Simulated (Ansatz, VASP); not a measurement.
**One calculation of C, two programs**

INCAR

```
SYSTEM = C
PREC = Accurate
ENCUT = 600
EDIFF = 1E-6
ISMEAR = -1
SIGMA = 0.1
LREAL = .False.
LASPH = .True.
NELM = 80
ALGO = Normal
ISIF = 3
LWAVE = .False.
LCHARG = .False.
GGA = PE
IBRION = 2
NSW = 60
EDIFFG = -0.005
```

File KPOINTS:

```
regular mesh
0
Gamma
  24 24 22
  0 0 0
```

Contents of POSCAR:

```
C
1.0
    2.0250204042      0.0000000000      0.0000000000
   -1.0125102021      1.7537191132      0.0000000000
    0.0000000000      0.0000000000      1.9035191800
C
1
Direct
    0.0000000000      0.0000000000      0.0000000000
```

Input for Ansatz:

```yaml
crystal:
  lattice:
    - [2.0250204042, 0.0, 0.0]
    - [-1.0125102021, 1.7537191132, 0.0]
    - [0.0, 0.0, 1.90351918]
  atoms:
    - { symbol: C, position: [0.0, 0.0, 0.0] }
kpoints:
  mp_grid: { grid: [24, 24, 22] }
scf:
  occupations: { method: fermi_dirac, width: 0.1 }
hamiltonian:
  xc: pbe
  pseudopotentials: { kind: paw }
output:
  forces: true
  stress: true
  write_density: true
  write_potential: true
  elf: true
  volumetric_format: npy
relax:
  f_tol: 0.005
  max_steps: 40
  cell: {}
```

Alike in both runs: task relaxation of cell and atoms; functional PBE; k mesh 24 × 24 × 22; occupations fermi-dirac, width 0.1 eV; no spin polarisation.

|  | VASP | Ansatz |
| --- | --- | --- |
| version | VASP 6.6.1 | Ansatz 0.2.0 |
| potentials or method | VASP PAW PBE potentials, release 64 (C) | PAW with Ansatz's default frozen-core files, scalar-relativistic |
| plane-wave cutoff (eV) | 600 | 420 |
| valence electrons in the cell | 4 | 4 |

Ansatz gave:

```
relaxed volume (Å³/atom)                                     : 5.66
relaxed cell length with the largest relative difference (Å) : 2.041
energy change over the relaxation (meV/atom)                 : -478
```

Problem. What did VASP give for the same quantities?

Solution. Relaxed volume (Å³/atom): 5.57; relaxed cell length with the largest relative difference (Å): 2.009; energy change over the relaxation (meV/atom): -480.

Caveats: the volume moved by over 15 % at a fixed basis, so the end points are rough (VASP).
